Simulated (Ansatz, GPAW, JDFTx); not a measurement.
# BP: programs and potentials compared

```xyz
2
Lattice="0.0000 2.2690 2.2690 2.2690 0.0000 2.2690 2.2690 2.2690 0.0000" Properties=species:S:1:pos:R:3 pbc="T T T"
P     3.4035    3.4035    3.4035
B     0.0000    0.0000    0.0000
```

Alike in all runs: task density of states; functional PBEsol; k mesh 10 × 10 × 10; occupations gaussian, width 0.05 eV; no spin polarisation; no spin-orbit coupling. Pressure is positive in compression and, in plane waves, holds the error of the finite cutoff, which Ansatz's Pulay term estimates and takes out.

```tsv
program and potentials	plane-wave cutoff (eV)	notes	band gap (eV)	pressure (GPa)
Ansatz, Ansatz PAW	420	potentials made for PBE, which Ansatz adapts in part; Pulay term of +0.13 GPa included	1.13	-1.96
GPAW, PAW data sets generated for this functional	800	-	1.14	-1.74
JDFTx, PseudoDojo-SR-PBEsol-0.4.1-standard with smoothed tails	1034	-	1.14	-1.91
Ansatz, all-electron LAPW, scalar-relativistic	-	-	1.14	-2.01
```

The band gap spans 1.13 (Ansatz, Ansatz PAW) to 1.14 eV (JDFTx, PseudoDojo-SR-PBEsol-0.4.1-standard with smoothed tails), with all-electron results at 1.14. The pressure spans -2.01 (Ansatz, all-electron LAPW, scalar-relativistic) to -1.74 GPa (GPAW, PAW data sets generated for this functional), with all-electron results at -2.01. The gap is indirect and read on the mesh alone.

Differences between rows come from potentials, basis sets and numerical settings, since the functional is the same but for its coding. Runs on potential files found faulty are left out.
